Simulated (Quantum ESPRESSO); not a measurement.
The system is Al.

```
CELL_PARAMETERS angstrom
2.81246 0.00000 0.00000
-1.40623 2.43566 0.00000
0.00000 0.00000 4.86685
ATOMIC_POSITIONS crystal
Al 0.33333 0.66667 0.25000
Al 0.66667 0.33333 0.75000
```

This isn't the form of Al at room conditions, which is fcc.

```yaml
Program: Quantum ESPRESSO 7.5
Task: phonons and electron-phonon coupling
Functional: LDA
Potentials_or_basis: GBRV 1.5 LDA
Cutoff: 612 eV
Density_cutoff: 4898 eV
k_mesh: 12 × 12 × 6
Occupations: methfessel-paxton, width 0.272 eV
Spin: no spin polarisation
Form_of_the_LDA_correlation: PZ81
Mixing_beta: 0.5
Most_SCF_iterations: 120
SCF_threshold: 4e-10 Ry
q_mesh: 4 × 4 × 2
```

The cell and the atoms were relaxed first, to 15.90 Å³/atom (a = 2.812 Å, b = 2.812 Å, c = 4.642 Å, α = 90.00°, β = 90.00°, γ = 120.00°), and the response was taken there.

Levels for the coupling come from a 36 × 36 × 18 mesh; ten broadenings of the double delta from 0.07 to 0.68 eV; Tc from the McMillan formula in the Allen-Dynes form.

Problem. How strong is the electron-phonon coupling, and what superconducting temperature follows?

Solution. Over broadenings from 0.27 to 0.54 eV, λ lies between 0.48 and 0.48 and ω_log near 270 K, which gives Tc from 2.8 to 2.8 K at μ* = 0.10 and from 1.6 to 1.7 K at μ* = 0.13.

Electron-phonon coupling by broadening of the double delta (levels on a 36 × 36 × 18 mesh):
```
broadening (eV)     λ  N(E_F) (states/eV a spin and cell)  ω_log (K)  Tc, μ* 0.10 (K)  Tc, μ* 0.13 (K)
           0.07  0.53                               0.401        313              4.8              3.1
           0.14  0.48                               0.410        283              3.0              1.8
           0.20  0.48                               0.410        273              2.9              1.7
           0.27  0.48                               0.410        270              2.8              1.7
           0.34  0.48                               0.409        270              2.8              1.6
           0.41  0.48                               0.409        270              2.8              1.6
           0.48  0.48                               0.409        270              2.8              1.6
           0.54  0.48                               0.409        270              2.8              1.6
           0.61  0.48                               0.409        270              2.8              1.6
           0.68  0.48                               0.409        271              2.8              1.6
```

Eliashberg function at a broadening of 0.27 eV:
| cm⁻¹ | α²F |
| --- | --- |
| 8 | 0.000 |
| 25 | 0.002 |
| 41 | 0.009 |
| 58 | 0.016 |
| 74 | 0.026 |
| 91 | 0.038 |
| 108 | 0.054 |
| 124 | 0.079 |
| 141 | 0.114 |
| 157 | 0.178 |
| 174 | 0.182 |
| 190 | 0.214 |
| 207 | 0.198 |
| 223 | 0.193 |
| 240 | 0.196 |
| 256 | 0.149 |
| 273 | 0.284 |
| 289 | 0.544 |
| 306 | 0.373 |
| 323 | 0.066 |

Phonon frequencies at the corners of the path (cm⁻¹, interpolated; i marks imaginary ones):
| point | frequencies |
| --- | --- |
| Γ | 0 0 0 145 145 312 |
| M | 139 168 193 230 287 319 |
| K | 206 207 207 267 267 292 |
| A | 82 82 82 82 214 214 |
| L | 170 170 171 171 322 322 |
| H | 164 164 250 250 290 290 |

The smallest broadenings aren't converged on these meshes, and μ* is assumed, not computed; spin fluctuations are left out.

Caveat: the mesh is thin for the phonons of a metal; λ from interpolated matrix elements is rough: modes that symmetry makes equal can differ by tens of percent.
